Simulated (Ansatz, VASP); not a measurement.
# Two plane-wave programs on Al

The input INCAR:

```
SYSTEM = Al
ALGO = Normal
EDIFF = 1E-6
ENCUT = 520
GGA = PE
ISIF = 2
ISMEAR = 0
IVDW = 12
LASPH = .TRUE.
LCHARG = .TRUE.
LELF = .TRUE.
LREAL = .FALSE.
LVHAR = .TRUE.
LWAVE = .FALSE.
NBANDS = 10
NELM = 80
PREC = Accurate
SIGMA = 0.15
```

The input KPOINTS:

```
k-points
0
G
  18 18 10
  0 0 0
```

POSCAR

```
Al
1.0
    2.8124553515      0.0000000000      0.0000000000
   -1.4062276757      2.4356577814      0.0000000000
    0.0000000000      0.0000000000      4.8668500000
Al
2
Direct
    0.6666666667      0.3333333333      0.7500000000
    0.3333333333      0.6666666667      0.2500000000
```

Input for Ansatz:

```yaml
crystal:
  lattice:
    - [2.8124553515, 0.0, 0.0]
    - [-1.4062276757, 2.4356577814, 0.0]
    - [0.0, 0.0, 4.86685]
  atoms:
    - { symbol: Al, position: [0.6666666667, 0.3333333333, 0.75] }
    - { symbol: Al, position: [0.3333333333, 0.6666666667, 0.25] }
basis:
  ecutwfc: 420
kpoints:
  mp_grid: { grid: [18, 18, 10] }
hamiltonian:
  xc: pbe
  dispersion: d3bj
scf:
  occupations: { method: gaussian, width: 0.15 }
output:
  forces: true
  stress: true
  eigenvalues: true
  write_density: true
  write_potential: true
  elf: true
  volumetric_format: npy
```

This isn't the form of Al at room conditions, which is fcc.

Alike in both runs: task single point; functional PBE; dispersion D3(BJ); k mesh 18 × 18 × 10; occupations gaussian, width 0.15 eV; no spin polarisation.

```csv
,VASP,Ansatz
version,VASP 6.6.1,Ansatz 0.2.0
potentials or method,"VASP PAW PBE potentials, release 64 (Al)","scalar-relativistic, plane waves, PAW"
plane-wave cutoff (eV),520,420
valence electrons in the cell,6,6
```

VASP gave:

* gap on the k mesh at the Fermi level (eV): none
* pressure (GPa): -3.2
* largest component of the traceless stress (GPa): 1.35

What did Ansatz give for the same quantities?

gap on the k mesh at the Fermi level (eV): none; pressure (GPa): -3.2; largest component of the traceless stress (GPa): 1.36.

A gap of «none» marks a metal or a gap that the smearing closes.

Caveats: pairwise dispersion overbinds metals, which lowers pressure and volume.
